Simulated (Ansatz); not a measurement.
# Cr: the cost of one run

Method: DFT PBE+D3(BJ), scalar-relativistic, plane waves, PAW, in Ansatz 0.2.0.

3 further runs of the same task are left out: 2 that didn't finish, 1 set aside as unsound or not needed.

## Step 1: The structure to begin with

The structure is hexagonal, space group P6_3/mmc (No. 194). Conventional cell: a = 3.327 Å, b = 3.327 Å, c = 10.884 Å, α = 90.00°, β = 90.00°, γ = 120.00°. Around In (site symmetry -3m) lie 12 In at 3.33 Å. In (site symmetry -6m2) is surrounded by 12 In at 3.33 Å.

Structure file:

```xyz
4
Lattice="3.3268 0.0000 0.0000 -1.6634 2.8811 0.0000 0.0000 0.0000 10.8838" Properties=species:S:1:pos:R:3 pbc="T T T"
In    0.0000    0.0000    0.0000
In    0.0000    1.9207    2.7210
In    0.0000    0.0000    5.4419
In    1.6634    0.9604    8.1629
```

It goes back to an entry of the Materials Project, which need not be the stable form.

It is the result of an earlier relaxation at this level (volume 26.08 Å³/atom; gap on the mesh: none (metal)).

## Step 2: In → Cr: the starting cell

Cr starts from the relaxed positions of In, with all lengths scaled by 0.986, a guess from tabulated radii. Atoms that may carry a moment start with parallel spins.

## Step 3: Probe: one point at the start (Cr)

The input, input.yaml:

```yaml
crystal:
  lattice:
    - [3.2788917273, 0.0, 0.0]
    - [-1.6394458636, 2.8396035321, 0.0]
    - [0.0, 0.0, 10.7271190625]
  atoms:
    - { symbol: Cr, position: [0.0, 0.0, 0.0], spin: 3.0 }
    - { symbol: Cr, position: [0.3333333333, 0.6666666667, 0.25], spin: 3.0 }
    - { symbol: Cr, position: [0.0, 0.0, 0.5], spin: 3.0 }
    - { symbol: Cr, position: [0.6666666667, 0.3333333333, 0.75], spin: 3.0 }
basis:
  ecutwfc: 420
kpoints:
  mp_grid: { grid: [6, 6, 2] }
hamiltonian:
  xc: pbe
  dispersion: d3bj
scf:
  occupations: { method: gaussian, width: 0.1 }
  lower_state_search: "off"
output:
  forces: true
  stress: true
  eigenvalues: true
  populations: true
magnetization:
  spin_polarized: true
```

Launch:

```
ansatz run input.yaml --threads 1 --pin off --max-ram 2560MiB --backend cpu --events-out ev --progress --plain --runs-dir out
```

**Question.** How long does this run take on 1 thread of Arm Neoverse V2, shared host, and how much memory does it need?

About 8.1 s, with a peak of 0.39 GiB.
